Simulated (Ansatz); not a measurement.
The following input was run with Ansatz 0.2.0.

```yaml
crystal:
  lattice:
    - [0.0236011133, 2.3188537486, 2.2829640857]
    - [2.1891585328, 0.0614427481, 2.245122451]
    - [2.1553539306, 2.2472075117, 0.0952473503]
  atoms:
    - { symbol: Cd, position: [0.0, 0.0, 0.0] }
basis:
  ecutwfc: 420
kpoints:
  mp_grid: { grid: [14, 14, 14] }
hamiltonian:
  xc: pbesol
scf:
  occupations: { method: gaussian, width: 0.1 }
output:
  forces: true
  stress: true
  eigenvalues: true
  populations: true
```

Run as
```bash
ansatz run input.yaml --threads 1 --pin off --max-ram 1331MiB --backend cpu --events-out ev --progress --plain --runs-dir out
```

Computed with DFT PBEsol, scalar-relativistic, plane waves, PAW in Ansatz.

Abridged output (final results; tables in files aren't shown):

```
SCF 1 converged in 6 iterations: F = -8184.045403 eV  dr2 = 2.17e-11
SCF converged after 6 iterations
Free energy (F): -8184.045403 eV
Harris-Foulkes:  -8184.045403 eV  (|F-HF|=1.09e-11)
Internal energy: -8184.043457 eV  (E = F + TS)
E sigma→0 (E₀):  -8184.044430 eV
Entropy (-TS):   -0.001946 eV (-1.946 meV/atom)
Fermi energy:    14.430392 eV
--- Per-component energies (eV) ---
  E_band       = -395.008343
  E_kinetic    = 504.807273
  E_local      = -2920.345191  (includes V_loc(G=0)·N_el)
  E_nonlocal   = 35.240766
  E_hartree    = 1372.332959
  E_xc         = -175.807444
  E_vxc        = -221.506773  (∫ρ·V_xc dr)
  E_paw        = -4012.678058  (= ΣΔE_a)
  E_vpaw       = -537.870664  (= ΣTr[D̂ρ^β])
  E_aug_tail   = 0.000012  (compensation charges beyond the density's cutoff)
  E_ewald      = -2987.935734
  E_core_change = 0.341960  (= ΣΔE_core)
  E_smearing   = -0.001946  (= −TS)
--- Forces (eV/Å), atoms counted from 1 ---
  atom   1  Cd     0.00000000     0.00000000     0.00000000
--- Stress (GPa, compression-positive) ---
       -0.758029      -0.184890       0.169648
       -0.184890      -2.094937       0.023354
        0.169648       0.023354      -1.436967
  P = ⅓ Tr σ = -1.4300 GPa (-14.300 kbar)
--- Band table (eV; the first three rows and the last of 1376) ---
  k-point 0: bands = ["-88.3527", "-49.4165", "-49.4137", "-49.4091", "5.2562", "5.3933", "5.4689", "5.6100", "5.8208", "5.9348", "27.3469", "28.3540", "29.3734", "30.4886"]
  k-point 1: bands = ["-88.3525", "-49.4169", "-49.4145", "-49.4109", "5.2874", "5.4274", "5.4739", "5.7259", "5.8110", "5.9199", "27.3323", "28.1685", "28.7216", "29.3418"]
  k-point 2: bands = ["-88.3520", "-49.4188", "-49.4177", "-49.4140", "5.3527", "5.3951", "5.5229", "5.7960", "5.8868", "6.1790", "25.8587", "27.3537", "27.8602", "28.9526"]
  k-point 1375: bands = ["-88.3503", "-49.4491", "-49.4168", "-49.4152", "4.8454", "5.3371", "5.4729", "6.1632", "6.2831", "11.8987", "12.7111", "26.8861", "27.6158", "27.9129"]
--- Löwdin populations: 1 site ---
  site symbol q [e]
     0     Cd     19.5057
  spilling = 0.024716 (of n_electrons = 20.000000)
```

The calculation finished and met its thresholds.